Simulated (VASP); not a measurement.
# How biaxial strain in the (0001) plane changes SiC (P6_3mc)

How do the elastic response and the band edges of SiC follow biaxial strain in the (0001) plane?

Main program and level: VASP 6.6.1; LDA; plane waves and PAW (Si, C), in the first sound run; inputs show where later runs differ.

Report form: the programs' logs are mostly left out.

## (1) The starting structure

The structure is hexagonal, space group P6_3mc (No. 186). The conventional cell has a = 3.076 Å, b = 3.076 Å, c = 5.048 Å, α = 90.00°, β = 90.00°, γ = 120.00°. Nearest to Si lie 4 C at 1.88 to 1.90 Å. Nearest to C lie 4 Si at 1.88 to 1.90 Å. Farther neighbours are not listed.

## (2) Relax the crystal, LDA

The series starts from the cell that this level prefers, so that zero strain is near zero stress.

This step took 2 runs in a row; the last is shown.

Level: LDA; plane waves and PAW (Si, C).

Contents of INCAR:

```
SYSTEM = SiC
PREC = Accurate
ENCUT = 600
EDIFF = 1E-07
NELM = 120
ISMEAR = 0
SIGMA = 0.02
LREAL = .FALSE.
ALGO = Normal
GGA = CA
NBANDS = 14
LASPH = .TRUE.
LORBIT = 11
LWAVE = .FALSE.
LCHARG = .FALSE.
KPAR = 16
IBRION = 2
NSW = 40
ISIF = 3
EDIFFG = -0.005
POTIM = 0.4
```

Contents of POSCAR:

```
SiC
1.0
    3.0575921484      0.0000000000      0.0000000000
   -1.5287960742      2.6479524749      0.0000000000
    0.0000000000      0.0000000000      5.0182537258
Si C
2 2
Direct
    0.3333333333      0.6666666667      0.0005933873
    0.6666666667      0.3333333333      0.5005933873
    0.3333333333      0.6666666667      0.3764066127
    0.6666666667      0.3333333333      0.8764066127
```

Contents of KPOINTS:

```
Automatic mesh
0
Gamma
11 11 6
0 0 0
```

PAW data sets: Si and C (LDA family, release 64).

Launch:

```sh
> mpirun -np 16 vasp_std
```

Wall time 6.8 s (16 MPI ranks of Intel Xeon Platinum 8175M at 2.50GHz (Skylake/Cascade Lake), shared host); peak memory 2.8 GiB.

Read from the output:

```
energy(sigma→0) of the program : -33.2802 eV
stress, compression positive   : xx, yy, zz -0.03, -0.03, -0.05 GPa
volume                         : 40.630 Å³
ionic steps                    : 1
```

## (3) Strain along the normal, LDA

One member in full: the plane is strained by 2 %, and the strain along the normal is moved by secant steps until the normal stress is under 0.012 GPa or five steps are spent; the atoms relax at each step.

This step took 3 runs, each at a new trial strain with the atoms of the one before; the last is shown.

Level: LDA; plane waves and PAW (Si, C).

Edit INCAR of step 2 so:

```diff
@@ -15,7 +15,7 @@
 LCHARG = .FALSE.
-KPAR = 16
-IBRION = 2
-NSW = 40
-ISIF = 3
-EDIFFG = -0.005
-POTIM = 0.4
+KPAR = 4
+IBRION = 1
+NSW = 25
+ISIF = 2
+EDIFFG = -0.004
+POTIM = 0.3
```

Contents of POSCAR:

```
SiC
1.0
    3.1187439910      0.0000000000      0.0000000000
   -1.5593719960      2.7009115240      0.0000000000
    0.0000000000      0.0000000000      4.9981776190
Si C
2 2
Direct
    0.3333333333      0.6666666667      0.9993476073
    0.6666666667      0.3333333333      0.4993476073
    0.3333333333      0.6666666667      0.3776523927
    0.6666666667      0.3333333333      0.8776523927
```

KPOINTS is that of step 2.

Launch:

```sh
> mpirun -np 4 vasp_std
```

Wall time 19 s (4 MPI ranks); peak memory 0.66 GiB; 58 s of CPU time.

Numbers from this step:

```
energy(sigma→0) of the program : -33.2212 eV
stress, compression positive   : xx, yy, zz -11.51, -11.51, 0.00 GPa
ionic steps                    : 1
```

## (4) Dielectric response, LDA

Linear response gives the dielectric tensors, Born charges and zone-centre modes.

Level: LDA; plane waves and PAW (Si, C).

Contents of INCAR:

```
SYSTEM = SiC
PREC = Accurate
ENCUT = 600
EDIFF = 1E-08
NELM = 120
ISMEAR = 0
SIGMA = 0.02
LREAL = .FALSE.
ALGO = Normal
GGA = CA
NBANDS = 14
LASPH = .TRUE.
LWAVE = .FALSE.
LCHARG = .FALSE.
KPAR = 4
LEPSILON = .TRUE.
IBRION = 8
NSW = 1
```

POSCAR is that of step 3.

Contents of KPOINTS:

```
Automatic mesh
0
Gamma
12 12 7
0 0 0
```

Launch:

```sh
> mpirun -np 4 vasp_std
```

Run time: 12 min. Hardware: 4 MPI ranks; peak memory 3.2 GiB; 43 min of CPU time.

Numbers from this step:

```
ε∞, diagonal : 7.04, 7.04, 7.23
```

## (5) Band edges, TB-mBJ with spin-orbit coupling

Short lines in KPOINTS_OPT sample the zone centre along and across the normal of the plane, for masses, and the other valleys.

Level: TB-mBJ, spin-orbit coupling; plane waves and PAW (Si, C).

TB-mBJ has no energy functional, so the total energy, stress and pressure in this output mean nothing.

Contents of INCAR:

```
SYSTEM = SiC
PREC = Accurate
ENCUT = 600
EDIFF = 1E-06
NELM = 150
ISMEAR = 0
SIGMA = 0.02
LREAL = .FALSE.
ALGO = Normal
METAGGA = MBJ
LASPH = .TRUE.
LNONCOLLINEAR = .TRUE.
MAGMOM = 0 0 0 0 0 0 0 0 0 0 0 0
NBANDS = 26
GGA_COMPAT = .FALSE.
LSORBIT = .TRUE.
LWAVE = .FALSE.
LCHARG = .FALSE.
KPAR = 4
```

POSCAR is that of step 4.

Contents of KPOINTS:

```
Automatic mesh
0
Gamma
9 9 5
0 0 0
```

Contents of KPOINTS_OPT:

```
Line mode
6
Line-mode
Reciprocal
  0.00000000   0.00000000   0.00000000
  0.00000000   0.00000000   0.03977423

  0.00000000   0.00000000   0.00000000
 -0.02481818   0.01240909   0.00000000

  0.50000000   0.00000000   0.00000000
  0.50000000   0.00000000   0.50000000

  0.33333333   0.33333333   0.00000000
  0.33333333   0.33333333   0.50000000
```

Launch:

```sh
> mpirun -np 4 vasp_ncl
```

The job ended after 5.3 min (4 MPI ranks; peak memory 1.8 GiB; 21 min of CPU time).

## (6) Band edges, r2SCAN

Level: r2SCAN; plane waves and PAW (Si, C).

Contents of INCAR:

```
SYSTEM = SiC
PREC = Accurate
ENCUT = 600
EDIFF = 1E-06
NELM = 100
ISMEAR = 0
SIGMA = 0.02
LREAL = .FALSE.
ALGO = Normal
METAGGA = R2SCAN
LASPH = .TRUE.
NBANDS = 13
LWAVE = .FALSE.
LCHARG = .FALSE.
KPAR = 4
```

POSCAR is that of step 5.

KPOINTS is that of step 5.

KPOINTS_OPT is that of step 5.

Launch:

```sh
> mpirun -np 4 vasp_std
```

Wall time 40 s (4 MPI ranks); peak memory 0.69 GiB.

Read from the output:

```
energy(sigma→0) of the program : -118.7840 eV
stress, compression positive   : xx, yy, zz -9.68, -9.68, 2.60 GPa
```

The run ends at a pressure of -5.58 GPa, with forces up to 0.021 eV/Å.

## (7) The whole series

Runs beyond LDA use the data sets made with LDA; this shifts their levels slightly, and their total energies have another zero (at TB-mBJ, which has no energy functional, they mean nothing).

The other members went through these steps as far as the tables show, with the same cutoff and, step by step, the same mesh (but for the dielectric runs, see below); 50 runs are not shown. The session took 11 core hours (wall time by ranks) on a shared machine.

The dielectric columns come from linear-response runs at LDA, run where the gap exceeds a picked 1.2 eV, on meshes that differ between rows: 13×13×7 at -2, -1.5; 12×12×7 at -1, -0.5, 0, 0.5, 1, 1.5, 2. A change between rows on different meshes is not the strain's alone.

| in-plane strain (%) | strain along the normal (%) | in-plane stress, tension positive (GPa) | energy above the unstrained row (meV/atom) | gap on the mesh, LDA (eV) | ε∞ (mean) | static ε (mean) | largest Born charge, mean of the diagonal (e) | lowest optical mode (cm⁻¹) | highest mode without LO–TO splitting (cm⁻¹) |
| --- | --- | --- | --- | --- | --- | --- | --- | --- | --- |
| -2.000 | 0.425 | -13.475 | 16.884 | 1.990 | 6.974 | 10.343 | 2.758 | 256.425 | 859.797 |
| -1.500 | 0.310 | -9.915 | 9.464 | 2.063 | 6.982 | 10.380 | 2.754 | 256.841 | 854.460 |
| -1.000 | 0.202 | -6.463 | 4.225 | 2.130 | 6.995 | 10.421 | 2.750 | 257.144 | 849.708 |
| -0.500 | 0.096 | -3.157 | 1.096 | 2.197 | 7.008 | 10.463 | 2.746 | 257.516 | 844.828 |
| 0 | -0.009 | 0.029 | 0.000 | 2.259 | 7.024 | 10.508 | 2.743 | 257.866 | 840.405 |
| 0.500 | -0.109 | 3.088 | 0.883 | 2.318 | 7.041 | 10.556 | 2.739 | 258.162 | 836.112 |
| 1.000 | -0.208 | 6.019 | 3.684 | 2.375 | 7.061 | 10.608 | 2.735 | 258.286 | 831.928 |
| 1.500 | -0.306 | 8.827 | 8.330 | 2.380 | 7.082 | 10.662 | 2.732 | 258.385 | 827.915 |
| 2.000 | -0.400 | 11.513 | 14.763 | 2.386 | 7.106 | 10.720 | 2.728 | 258.445 | 823.956 |

Slopes at zero strain, from cubics through all rows: strain ratio -0.204, stress over strain 624 GPa. For (0001) the ratio is −2C₁₃/C₃₃.

Band edges at TB-mBJ with spin-orbit coupling, counted from the valence-band top at Γ, spin-orbit pairs averaged, with one row partly withheld:

| in-plane strain (%) | gap (eV) | conduction band at Γ (eV) | lowest conduction level on M–L (eV) | second valence level below the top (eV) | third valence level below the top (eV) |
| --- | --- | --- | --- | --- | --- |
| -2.000 | 3.025 | 6.370 | 3.822 | 0.009 | 0.406 |
| -1.500 | 3.101 | 6.212 | 3.862 | 0.009 | 0.325 |
| -1.000 | 3.169 | 6.052 | 3.816 | 0.009 | 0.254 |
| -0.500 | 3.237 | ? | 3.770 | 0.009 | 0.185 |
| 0 | 3.299 | 5.735 | 3.722 | 0.009 | 0.123 |
| 0.500 | 3.359 | 5.577 | 3.674 | 0.008 | 0.067 |
| 1.000 | 3.416 | 5.419 | 3.624 | 0.004 | 0.018 |
| 1.500 | 3.432 | 5.225 | 3.537 | 0.036 | 0.047 |
| 2.000 | 3.441 | 5.025 | 3.443 | 0.080 | 0.090 |

Band edges at r2SCAN, counted from the valence-band top at Γ:

| in-plane strain (%) | gap (eV) | conduction band at Γ (eV) | lowest conduction level on M–L (eV) | second valence level below the top (eV) | third valence level below the top (eV) |
| --- | --- | --- | --- | --- | --- |
| -2.000 | 2.363 | 6.203 | 3.323 | 0.000 | 0.407 |
| -1.500 | 2.439 | 6.034 | 3.371 | 0.000 | 0.323 |
| -1.000 | 2.508 | 5.865 | 3.362 | 0.000 | 0.249 |
| -0.500 | 2.577 | 5.697 | 3.312 | 0.000 | 0.177 |
| 0 | 2.640 | 5.529 | 3.260 | 0.000 | 0.112 |
| 0.500 | 2.701 | 5.362 | 3.208 | 0.000 | 0.052 |
| 1.000 | 2.751 | 5.191 | 3.150 | 0.005 | 0.005 |
| 1.500 | 2.758 | 4.973 | 3.044 | 0.057 | 0.057 |
| 2.000 | 2.763 | 4.761 | 2.942 | 0.104 | 0.104 |

## (8) Fit and prediction

The quantity to fit is the conduction level at Γ above the mean of the three top valence levels at TB-mBJ with spin-orbit coupling: 6.509, 6.323, 6.140, 5.779, 5.602, 5.426, 5.252, 5.081 eV in the rows shown.

A least-squares parabola through the 8 rows shown, with e the strain in %: E = 0.004016 e² − 0.3569 e + 5.779 (eV), r.m.s. residual 7.3e-5 eV.

For the withheld row, e = -0.5, the fit gives 5.9584 eV.

## (9) The withheld row

The calculation gives 5.9585 eV, so the prediction is 0.0001 eV too low.

## (10) Summary of results

- ratio of normal to in-plane strain: -0.204
- biaxial modulus: 624 GPa
- gap of the unstrained cell, TB-mBJ with spin-orbit coupling: 3.30 eV
- gap of the unstrained cell, r2SCAN: 2.64 eV
- slope at zero strain of the conduction level at Γ above the mean of the three top valence levels, TB-mBJ with spin-orbit coupling: -357 meV per %
- error of the predicted row: -0.1 meV

As a check, the curvature of the energy gives 623 GPa for the same modulus (energy per volume = M × strain²), 0 % from the slope of the stress. The energy also has a linear term worth 0.15 GPa that the stress column lacks, a mark of the finite basis. At TB-mBJ with spin-orbit coupling the edge that sets the gap lies at a point without a column here, up to 0.80 eV below the lowest level listed; the gap runs between 3.03 and 3.44 eV. At r2SCAN the edge that sets the gap lies at a point without a column here, up to 0.96 eV below the lowest level listed; the gap runs between 2.36 and 2.76 eV. Hole masses are left out throughout, since the top bands are degenerate or cross in many series; of conduction masses, those of the Γ, L and (for Si and Ge under (001) strain) Δ valleys are kept where they change by under an eighth between rows. A measured gap of unstrained SiC is 3.33 eV (arxiv:2009.14696, band gap at cryogenic temperature, temperature not given); the static gaps here belong to the lattice relaxed at LDA. TB-mBJ is a potential fitted for gaps; it has no energy functional, so its total energies and forces mean nothing, and its bands tend to come out too narrow. r2SCAN opens gaps somewhat over GGA but leaves them below measured values as a rule. Spin-orbit coupling is left out at r2SCAN, so the valence splittings there lack it. Temperature, zero-point motion and excitons are left out.

[Lines on the potential files, build, host, timing and source positions are cut from VASP's logs without a mark.]

[Logs are printed without paths, hosts, clocks, repeated set-up lines and the standing remarks that a program may print on its own settings, such as how far it seeks lower states.]

[Hosts, paths, dates, database ids (printed as entryN), source tags and the programs' standing remarks are cut or masked in the printed files.]

[In band tables of VASP the shares of atoms and orbitals are scaled to a sum of 1 inside the atoms' spheres.]
